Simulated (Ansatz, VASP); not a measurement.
**Ta in VASP and in Ansatz**

```
CELL_PARAMETERS angstrom
-1.65128 1.65128 1.65128
1.65128 -1.65128 1.65128
1.65128 1.65128 -1.65128
ATOMIC_POSITIONS crystal
Ta 0.00000 0.00000 0.00000
```

Alike in both runs: task single point; functional PBE; k mesh 8 × 8 × 8; occupations gaussian, width 0.1 eV; no spin polarisation.

|  | VASP | Ansatz |
| --- | --- | --- |
| version | VASP 6.6.1 | Ansatz 0.2.0 |
| potentials or method | VASP PAW PBE potentials, release 64 (Ta_pv) | scalar-relativistic, plane waves, PAW |
| plane-wave cutoff (eV) | 520 | 420 |
| valence electrons in the cell | 11 | 13 |

Ansatz gave:

* gap on the k mesh at the Fermi level (eV): none
* pressure (GPa): 1.0

Question: Which values does VASP return?

Answer: gap on the k mesh at the Fermi level (eV): none; pressure (GPa): 1.1.

A gap of «none» marks a metal or a gap that the smearing closes. The functional is the same, so the differences come from potentials, cutoffs and numerics. The two sets of potentials don't hold the same shells in valence.

Spin-orbit coupling is left out, which matters for the levels of Ta.
